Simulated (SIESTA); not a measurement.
The system is MnO2.

```
Mn O
1.0
     2.85658    0.00000    0.00000
    -1.42829    2.47387    0.00000
     0.00000    0.00000    4.60137
Mn O
1 2
Direct
  0.00000 0.00000 0.50000
  0.33333 0.66667 0.70629
  0.66667 0.33333 0.29371
```

Measurements of this composition are mostly on another form, of space group No. 136.

```yaml
Program: SIESTA 5.4.2
Task: single point
Functional: PBE
Potentials_or_basis: PseudoDojo 0.4 standard (PBE files)
Basis: DZP (energy shift 0.002 Ry)
Grid_cutoff: 800 Ry
Energy_shift: 0.002 Ry
k_mesh: 11 × 11 × 6
Occupations: fermi-dirac, width 0.05 eV
Spin: collinear spin, ferromagnetic start
Starting_moments: "[4.0, 0.0, 0.0] μB"
```

On this cell: pressure 7.9 GPa; largest force 0.687 eV/Å; net moment 3.00 μB per cell; site moments Mn +2.95; O +0.02 μB; band gap on the k mesh 0.84 eV, indirect (least direct gap 0.90 eV).

The same run follows on a disturbed copy (atoms moved at random, drawn with an rms of 0.05 Å):

```xyz
3
Lattice="2.8566 0.0000 0.0000 -1.4283 2.4739 0.0000 0.0000 0.0000 4.6014" Properties=species:S:1:pos:R:3 pbc="T T T"
Mn   -0.0609   -0.0342    2.3241
O     0.0351    1.6519    3.2414
O     1.4821    0.8282    1.4159
```

Q: What does the disturbed cell give?

A: The energy moves by +59.8 meV/atom; pressure 15.4 GPa; largest force 1.948 eV/Å; net moment 3.00 μB per cell; site moments Mn +2.91; O +0.04, +0.05 μB; band gap on the k mesh 0.70 eV, indirect (least direct gap 0.71 eV).

Forces in eV/Å, atoms in the order of the input:
```
Mn   1.737  0.564  0.151
O   -0.787 -0.402  1.542
O   -0.949 -0.163 -1.694
```

Stress tensor (GPa, compression positive):
```
16.31 -0.16  0.67
-0.16 15.11 -1.10
 0.67 -1.10 14.77
```

Caveats: semicore shells carry a single zeta, which can move pressures by several GPa and volumes by a few percent; an odd mesh through Γ misses points on the zone boundary, where band edges often lie; the basis of atomic orbitals isn't converged, which shifts pressures, moduli and gaps; a cell with one magnetic atom can't hold antiferromagnetic order, which such compounds often take.
